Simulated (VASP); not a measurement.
The system is TaN.

```
CELL_PARAMETERS angstrom
5.19600 0.00000 0.00000
-2.59800 4.49987 0.00000
0.00000 0.00000 2.91100
ATOMIC_POSITIONS crystal
Ta 0.00000 0.00000 0.00000
Ta 0.66667 0.33333 0.50000
Ta 0.33333 0.66667 0.50000
N 0.00000 0.39285 0.00000
N 0.60715 0.60715 0.00000
N 0.39285 0.00000 0.00000
```

Base run:

* Program: VASP 6.6.1
* Functional: LDA
* Potentials or basis: VASP PAW LDA potentials, release 64 (Ta_pv, N)
* Cutoff: 520 eV
* k mesh: 6 × 6 × 9
* Occupations: gaussian, width 0.02 eV
* Spin: no spin polarisation

Its results: band gap on the k mesh none (metal or under the smearing width); pressure -8.3 GPa; largest force 0.035 eV/Å.

Problem. After a change of settings the same cell gave: band gap on the k mesh none (metal or under the smearing width); pressure 5.7 GPa; largest force 0.059 eV/Å. Which change was it?
A. further incar settings from ALGO = Normal; EDIFF = 1e-06; NBANDS = 72 to ALGO = Normal; EDIFF = 1e-08
B. functional from LDA to PBE; potentials or basis from VASP PAW LDA potentials, release 64 (Ta_pv, N) to VASP PAW PBE potentials, release 64 (Ta_pv, N)
C. further incar settings from ALGO = Normal; EDIFF = 1e-06; NBANDS = 72 to ALGO = Normal; EDIFF = 1e-07

Solution. B.
